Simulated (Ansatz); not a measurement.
## TiO2 under strain

The calculation used Ansatz, DFT r2SCAN+U, scalar-relativistic, plane waves, PAW. Run with 500 eV cutoff, 6×6×4 k-mesh, Gaussian smearing of 0.02 eV, no spin polarisation, U_eff Ti 4.0 eV on d shells.

The relaxed crystal:

```
CELL_PARAMETERS angstrom
3.79657 0.00000 0.00000
0.00000 3.79657 0.00000
0.00000 0.00000 9.66223
ATOMIC_POSITIONS crystal
Ti 0.00000 0.00000 0.00000
Ti 0.00000 0.50000 0.25000
Ti 0.50000 0.50000 0.50000
Ti 0.50000 0.00000 0.75000
O 0.00000 0.50000 0.45612
O 0.00000 0.00000 0.20612
O 0.00000 0.50000 0.04388
O 0.50000 0.50000 0.29388
O 0.50000 0.00000 0.95612
O 0.50000 0.50000 0.70612
O 0.50000 0.00000 0.54388
O 0.00000 0.00000 0.79388
```

Deformation: biaxial strain in the a-b plane, with the length and tilt of c and the atoms relaxed, all within the symmetry that the strain leaves. Energies are extrapolated to zero smearing. Gaps are generalised Kohn–Sham gaps over the whole zone.

| strain (%) | ΔE (meV/atom) | a (Å) | b (Å) | c (Å) | gap (eV) |
| --- | --- | --- | --- | --- | --- |
| -4.5 | 48.5 | 3.626 | 3.626 | 10.318 | 3.52 |
| -3.0 | 21.6 | 3.683 | 3.683 | 10.079 | 3.41 |
| -1.5 | 5.4 | 3.740 | 3.740 | 9.859 | 3.24 |
| +0.0 | 0.0 | 3.797 | 3.797 | 9.662 | 3.10 |
| +1.5 | 5.2 | 3.854 | 3.854 | 9.490 | 2.98 |
| +3.0 | 20.7 | 3.910 | 3.910 | 9.341 | 2.89 |

Q: What stiffness (1/V) d²E/dε² at zero strain does a cubic fit over all points give?

A: A cubic fit gives (1/V) d²E/dε² = 648 GPa at zero strain (twice the biaxial modulus).

Q: How does the free axis c answer a small strain?

A: Between the innermost points its strain is -1.27 times the applied one.

Q: How fast does the gap move with strain on either side?

A: -95 meV per percent on the compressed side and -78 meV per percent on the stretched side.